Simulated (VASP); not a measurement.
# C in VASP: notebook

Runs on C. Level: PBEsol. Tasks: single point, relaxation of the atoms.

All numbers are computed with VASP 6.6.1; they aren't measurements. Logs are shortened: lines on timing, memory, paths and dates and some standing lists are left out, and cuts for length are marked.

## Step 1: The slab as given

The cell holds a slab with vacuum, 18 atoms: a = 7.398 Å, b = 7.398 Å, c = 13.000 Å, α = 90.00°, β = 90.00°, γ = 120.00°.

The cell was built by a generator and needn't be a form met in nature.

## Step 2: Single point, PBEsol

The input, INCAR:

```
PREC = Accurate
ENCUT = 520
EDIFF = 1E-6
ISMEAR = -1
SIGMA = 0.05
LREAL = Auto
LASPH = True
NELM = 100
ALGO = Normal
ISIF = 2
LWAVE = False
LCHARG = False
GGA = PS
NBANDS = 51
```

The input, KPOINTS:

```
Automatic mesh
0
Gamma
  2 2 1
```

The input, POSCAR:

```
C
1.0
    7.3980000363      0.0000000000      0.0000000000
   -3.6990000181      6.4068559686      0.0000000000
    0.0000000000      0.0000000000     13.0000000000
C
18
Direct
    0.0000000000      0.0000000000      0.0769231000
    0.2222222222      0.1111111111      0.0769231000
    0.0000000000      0.3333333333      0.0769231000
    0.2222222222      0.4444444444      0.0769231000
    0.0000000000      0.6666666667      0.0769231000
    0.2222222222      0.7777777778      0.0769231000
    0.3333333333      0.0000000000      0.0769231000
    0.5555555556      0.1111111111      0.0769231000
    0.3333333333      0.3333333333      0.0769231000
    0.5555555556      0.4444444444      0.0769231000
    0.3333333333      0.6666666667      0.0769231000
    0.5555555556      0.7777777778      0.0769231000
    0.6666666667      0.0000000000      0.0769231000
    0.8888888889      0.1111111111      0.0769231000
    0.6666666667      0.3333333333      0.0769231000
    0.8888888889      0.4444444444      0.0769231000
    0.6666666667      0.6666666667      0.0769231000
    0.8888888889      0.7777777778      0.0769231000
```

Potentials or basis: VASP PAW PBE potentials, release 64 (C).

Command:

```bash
$ cat potpaw_PBE.64/C/POTCAR > POTCAR
$ mpirun -np 1 vasp_std > vasp.out
```

OUTCAR:

```text
PREC = Accurate
   ENCUT = 520
   EDIFF = 1E-6
   ISMEAR = -1
   LREAL = Auto
   LASPH = True
   NELM = 100
   ISIF = 2
   GGA = PS

 ion  position               nearest neighbor table
   1  0.000  0.000  0.077-  18 1.42  14 1.42   2 1.42
   2  0.222  0.111  0.077-   9 1.42   7 1.42   1 1.42
   3  0.000  0.333  0.077-  14 1.42  16 1.42   4 1.42
   4  0.222  0.444  0.077-   9 1.42   3 1.42  11 1.42
   5  0.000  0.667  0.077-  18 1.42   6 1.42  16 1.42
   6  0.222  0.778  0.077-   7 1.42  11 1.42   5 1.42
[... 10 lines left out ...]
  17  0.667  0.667  0.077-  12 1.42  18 1.42  10 1.42
[... 8 lines left out ...]
 A1 = (   7.3980000363,   0.0000000000,   0.0000000000)
 A2 = (  -3.6990000181,   6.4068559686,   0.0000000000)
 A3 = (   0.0000000000,   0.0000000000,  13.0000000000)

Analysis of symmetry for initial positions (statically):
=====================================================================
 Subroutine PRICEL returns following result:

  LATTYP: Found a hexagonal cell.
 ALAT       =     2.4660000119
 C/A-ratio  =     5.2716950274

  Lattice vectors:

 A1 = (   2.4660000119,   0.0000000000,   0.0000000000)
 A2 = (  -1.2330000059,   2.1356186560,   0.0000000000)
 A3 = (   0.0000000000,   0.0000000000,  13.0000000000)

   9 primitive cells build up your supercell.

 Routine SETGRP: Setting up the symmetry group for a
 hexagonal supercell.

 Subroutine GETGRP returns: Found 24 space group operations
 (whereof  6 operations were pure point group operations)
 out of a pool of 24 trial point group operations.

The static configuration has the point symmetry C_3v.
 The point group associated with its full space group is D_6h.

Analysis of symmetry for dynamics (positions and initial velocities):
=====================================================================
 Subroutine PRICEL returns following result:

  LATTYP: Found a hexagonal cell.
 ALAT       =     2.4660000119
 C/A-ratio  =     5.2716950274

  Lattice vectors:

 A1 = (   2.4660000119,   0.0000000000,   0.0000000000)
 A2 = (  -1.2330000059,   2.1356186560,   0.0000000000)
 A3 = (   0.0000000000,   0.0000000000,  13.0000000000)

   9 primitive cells build up your supercell.

 Routine SETGRP: Setting up the symmetry group for a
 hexagonal supercell.

[... 88 lines left out ...]
   ISIF   =      2    stress and relaxation
   ISYM   =      2    0-nonsym 1-usesym 2-fastsym
   POTIM  = 0.5000    time-step for ionic-motion
   TEBEG  =    0.0;   TEEND  =   0.0 temperature during run
   PSTRESS=    0.0 pullay stress
   NELECT =      72.0000    total number of electrons
   NUPDOWN=      -1.0000    fix difference up-down
   EMIN   =  10.00;   EMAX   =-10.00  energy-range for DOS
   EFERMI =   0.00;   METHOD = LEGACY
   ISMEAR =    -1;   SIGMA  =   0.05  broadening in eV -4-tet -1-fermi 0-gaus
   EFERMI_NEDOS =   21; number of points for ismear=-14 and -15
   IALGO  =     38    algorithm
   IMIX   =      4    mixing-type and parameters
     AMIX     =   0.40;   BMIX     =  1.00
     AMIX_MAG =   1.60;   BMIX_MAG =  1.00
  volume/ion in A,a.u.               =      34.23       231.01
  Fermi-wavevector in a.u.,A,eV,Ry     =   0.800359  1.512459  8.715544  0.640574
  Thomas-Fermi vector in A             =   1.907639
   LORBIT       =      0    0 simple, 1 ext, 2 COOP (PROOUT), +10 PAW based schemes
   GGA     = PS    functional components
   LHFCALC =     F    Hartree Fock is set to
   AEXX    =    0.0000 exact exchange contribution
   IVDW    =     0    specifies the selected vdW correction
   LEPSILON=     F    determine dielectric tensor
   LRPA    =     F    only Hartree local field effects (RPA)
 non-spin polarized calculation
  energy-cutoff  :      520.00
  volume of cell :      616.17
 maximum number of plane-waves:     16651
 NGX is ok and might be reduce to    56
   NGX = 27   NGY = 27   NGZ = 49

 number of electron      71.9999999 magnetization

 Free energy of the ion-electron system (eV)
  ---------------------------------------------------
  ext. energy  EPLUGINS =         0.00000000
  ---------------------------------------------------
  free energy    TOTEN  =      -173.11399095 eV

  energy without entropy =     -173.04467623  energy(sigma->0) =     -173.07933359

 E-fermi :  -2.0101     XC(G=0):  -3.2913

 val. band max:       -2.0100738586   @ k =   0.0000   0.0000   0.0000
 cond. band min:      -2.0100730299   @ k =   0.0000   0.0000   0.0000
 fundamental gap:      0.0000008287
 Fermi energy:        -2.0100735126

 k-point     1 :       0.0000    0.0000    0.0000
  band No.  band energies     occupation
      1     -21.4943      2.00000
      2     -18.9071      2.00000
      3     -18.9071      2.00000
      4     -18.9071      2.00000
      5     -18.9071      2.00000
      6     -18.9071      2.00000
[... 40 lines left out ...]
     47       3.0697      0.00000
     48       4.8968      0.00000

 k-point     2 :       0.5000    0.0000    0.0000
  band No.  band energies     occupation
      1     -20.8395      2.00000
      2     -20.8395      2.00000
      3     -19.5458      2.00000
      4     -19.5458      2.00000
      5     -17.0549      2.00000
      6     -17.0549      2.00000
[... 40 lines left out ...]
     47       3.9701      0.00000
     48       4.0269      0.00000
 [bands above 48 left out]

------------------------ aborting loop because EDIFF is reached ----------------------------------------

  FORCE on cell =-STRESS in cart. coord.  units (eV):
  Direction    XX          YY          ZZ          XY          YZ          ZX
  --------------------------------------------------------------------------------------
  -------------------------------------------------------------------------------------
  Total       -2.0516290     -2.0516290     -0.0604974     -0.0000000      0.0000000      0.0000000
  in kB       -5.3346604     -5.3346604     -0.1573058     -0.0000000      0.0000000      0.0000000
  external PRESSURE =      -3.6088755 kB  Pullay stress =       0.0000000 kB

 VOLUME and BASIS-vectors are now :
 -----------------------------------------------------------------------------
  energy-cutoff  :      520.00
  volume of cell :      616.17
      direct lattice vectors                 reciprocal lattice vectors
     7.398000036  0.000000000  0.000000000     0.135171667  0.078041399  0.000000000
    -3.699000018  6.406855969  0.000000000     0.000000000  0.156082797  0.000000000
     0.000000000  0.000000000 13.000000000     0.000000000  0.000000000  0.076923077

 POSITION                                       TOTAL-FORCE (eV/Angst)
 -----------------------------------------------------------------------------------
      0.00000      0.00000      1.00000         0.000000     -0.000000     -0.000000
      1.23300      0.71187      1.00000        -0.000000     -0.000000      0.000000
     -1.23300      2.13562      1.00000         0.000000      0.000000     -0.000000
      0.00000      2.84749      1.00000        -0.000000     -0.000000      0.000000
     -2.46600      4.27124      1.00000         0.000000     -0.000000      0.000000
     -1.23300      4.98311      1.00000        -0.000000      0.000000     -0.000000
[... 10 lines left out ...]
      2.46600      4.27124      1.00000         0.000000      0.000000     -0.000000
      3.69900      4.98311      1.00000        -0.000000     -0.000000     -0.000000
 -----------------------------------------------------------------------------------
    total drift:                               -0.000000      0.000000     -0.000048

  FREE ENERGIE OF THE ION-ELECTRON SYSTEM (eV)
  ---------------------------------------------------
  free  energy   TOTEN  =      -173.1139909502 eV

  energy  without entropy=     -173.0446762321  energy(sigma->0) =     -173.07933359
```

Wall time 2 min (1 thread of Intel Xeon Platinum 8488C (Sapphire Rapids), shared host); peak memory 0.56 GiB.

What came out:

```
Free energy            : -173.1140 eV
Band gap on the k mesh : none (metal or under the smearing width)
```

Levels at points of the mesh, in eV from the Fermi level:
| k point | band 35 | band 36 | band 37 | band 38 | band 39 | band 40 |
| --- | --- | --- | --- | --- | --- | --- |
| (0.00, 0.00, 0.00) | 0.00 | 0.00 | 0.00 | 0.00 | 3.37 | 4.42 |
| (0.50, 0.00, 0.00) | -2.66 | -2.36 | 1.65 | 2.51 | 2.51 | 2.51 |

Caveat: the k mesh is coarse (spacing up to 0.49 Å⁻¹), so the values aren't converged; the PAW data sets were made with another functional, which shifts forces and pressure a little.

## Step 3: Relaxation of the atoms, PBEsol

The input, INCAR:

```
PREC     = Accurate       # precision mode
ENCUT    = 520            # plane-wave cutoff, eV
EDIFF    = 1E-6           # SCF threshold, eV
ISMEAR   = -1             # smearing method
SIGMA    = 0.05           # smearing width, eV
LREAL    = Auto         
LASPH    = True           # aspherical terms in the spheres
NELM     = 100            # most SCF steps
ALGO     = Normal         # electronic algorithm
ISIF     = 2              # what is computed and relaxed
LWAVE    = False          # write WAVECAR
LCHARG   = False          # write CHGCAR
GGA      = PS             # functional
IBRION   = 2              # ionic algorithm
NSW      = 45             # ionic steps
EDIFFG   = -0.08          # ionic threshold
```

KPOINTS is that of step 2.

The input, POSCAR:

```
C
1.0
    7.3980000000      0.0000000000      0.0000000000
   -3.6990000000      6.4068560000      0.0000000000
    0.0000000000      0.0000000000     13.0000000000
C
18
Direct
    0.0000000000      0.0000000000      0.0769231000
    0.2222222000      0.1111111000      0.0769231000
    0.0000000000      0.3333333000      0.0769231000
    0.2222222000      0.4444444000      0.0769231000
    0.0000000000      0.6666667000      0.0769231000
    0.2222222000      0.7777778000      0.0769231000
    0.3333333000      0.0000000000      0.0769231000
    0.5555556000      0.1111111000      0.0769231000
    0.3333333000      0.3333333000      0.0769231000
    0.5555556000      0.4444444000      0.0769231000
    0.3333333000      0.6666667000      0.0769231000
    0.5555556000      0.7777778000      0.0769231000
    0.6666667000      0.0000000000      0.0769231000
    0.8888889000      0.1111111000      0.0769231000
    0.6666667000      0.3333333000      0.0769231000
    0.8888889000      0.4444444000      0.0769231000
    0.6666667000      0.6666667000      0.0769231000
    0.8888889000      0.7777778000      0.0769231000
```

Potentials or basis: VASP PAW PBE potentials, release 64 (C).

Command:

```bash
$ cat potpaw_PBE.64/C/POTCAR > POTCAR
$ mpirun -np 1 vasp_std > vasp.out
```

Run time: 2 min. Hardware: 1 thread of Intel Xeon Platinum 8488C (Sapphire Rapids), shared host; peak memory 0.58 GiB.

Results (log left out):

```yaml
Free_energy: -173.1140 eV
Band_gap_on_the_k_mesh: none (metal or under the smearing width)
```

Final structure:
```
C
1.0
     7.39800    0.00000    0.00000
    -3.69900    6.40686    0.00000
     0.00000    0.00000   13.00000
C
18
Cartesian
  0.0000 0.0000 1.0000
  1.2330 0.7119 1.0000
  -1.2330 2.1356 1.0000
  0.0000 2.8475 1.0000
  -2.4660 4.2712 1.0000
  -1.2330 4.9831 1.0000
  2.4660 0.0000 1.0000
  3.6990 0.7119 1.0000
  1.2330 2.1356 1.0000
  2.4660 2.8475 1.0000
  0.0000 4.2712 1.0000
  1.2330 4.9831 1.0000
  4.9320 0.0000 1.0000
  6.1650 0.7119 1.0000
  3.6990 2.1356 1.0000
  4.9320 2.8475 1.0000
  2.4660 4.2712 1.0000
  3.6990 4.9831 1.0000
```

Levels at points of the mesh, in eV from the Fermi level:
| k point | band 35 | band 36 | band 37 | band 38 | band 39 | band 40 |
| --- | --- | --- | --- | --- | --- | --- |
| (0.00, 0.00, 0.00) | 0.00 | 0.00 | 0.00 | 0.00 | 3.37 | 4.42 |
| (0.50, 0.00, 0.00) | -2.66 | -2.36 | 1.65 | 2.51 | 2.51 | 2.51 |

Caveat: the k mesh is coarse (spacing up to 0.49 Å⁻¹), so the values aren't converged; the relaxation stopped at its first step, so nothing moved; the PAW data sets were made with another functional, which shifts forces and pressure a little.

(Part 1 of 2 ends here.)
